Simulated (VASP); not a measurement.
InP: equation of state with PBE

**Measured values to compare with.**

A printed reference work, data compilation reports, for a bulk crystal of InP: bulk modulus 71 GPa.

Crystal: InP.

```
In P
1.0
     0.00000    2.93050    2.93050
     2.93050    0.00000    2.93050
     2.93050    2.93050    0.00000
In P
1 1
Cartesian
  0.0000 0.0000 0.0000
  4.3957 4.3957 4.3957
```

```json
{
 "Program": "VASP 6.6.1",
 "Task": "equation of state",
 "Functional": "PBE",
 "Potentials or basis": "VASP PAW PBE potentials, release 64 (In_d, P)",
 "Cutoff": "520 eV",
 "k mesh": "8 × 8 × 8",
 "Occupations": "fermi-dirac, width 0.05 eV",
 "Spin": "no spin polarisation"
}
```

```
Equilibrium volume                      : 26.45 Å³/atom
Bulk modulus                            : 60 GPa
Pressure derivative of the bulk modulus : 4.6
```

Energy against volume, from the lowest point:
```
volume (Å³/atom)  energy (meV/atom)
          23.657              67.19
          24.160              43.30
          24.663              25.23
          25.167              12.36
          25.670               4.17
          26.173               0.20
          26.677               0.00
```

All runs of the series together: 5 min on 1 thread of AMD EPYC 7R43 64-Core Processor (Zen 3), with other jobs on the host.

A measured bulk modulus of InP is 71 GPa (a printed reference work, data compilation); the calculated 60 GPa misses it by -16.0 %. The fit is for a static lattice scaled at fixed shape and fixed fractional positions.

PBE usually gives volumes a little too large and moduli too small.
